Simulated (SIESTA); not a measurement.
Crystal: SnO.

```xyz
4
Lattice="3.8137 0.0000 0.0000 0.0000 3.8137 0.0000 0.0000 0.0000 4.8869" Properties=species:S:1:pos:R:3 pbc="T T T"
Sn    1.9068    0.0000    3.7367
Sn    0.0000    1.9068    1.1503
O     0.0000    0.0000    0.0000
O     1.9068    1.9068    0.0000
```

The cell is a database's computed one.

Base run:

| Property | Result |
| --- | --- |
| Program | SIESTA 5.4.2 |
| Functional | PBEsol |
| Potentials or basis | PseudoDojo 0.4 standard (PBEsol files) |
| Basis | DZP (energy shift 0.003 Ry; two zetas on semicore shells) |
| Grid cutoff | 800 Ry |
| Energy shift | 0.003 Ry |
| k mesh | 7 × 7 × 6 |
| Occupations | fermi-dirac, width 0.05 eV |
| Spin | no spin polarisation |

Its results: band gap on the k mesh 0.36 eV, indirect (least direct gap 1.88 eV); pressure 2.5 GPa; largest force 0.641 eV/Å.

Q: The run is repeated on the same cell with these changes: functional from PBEsol to LDA; potentials or basis from PseudoDojo 0.4 standard (PBEsol files) to PseudoDojo 0.4 standard (LDA files). What comes out?

A: Band gap on the k mesh 0.45 eV, indirect (least direct gap 1.91 eV); pressure -0.5 GPa; largest force 0.308 eV/Å.

Caveats: spin-orbit coupling is left out, which moves the levels of the heavy elements; the mesh misses the band edges, which the band path finds closer together; the basis of atomic orbitals isn't converged, which shifts pressures, moduli and gaps.

Not every run made on this cell is shown here.
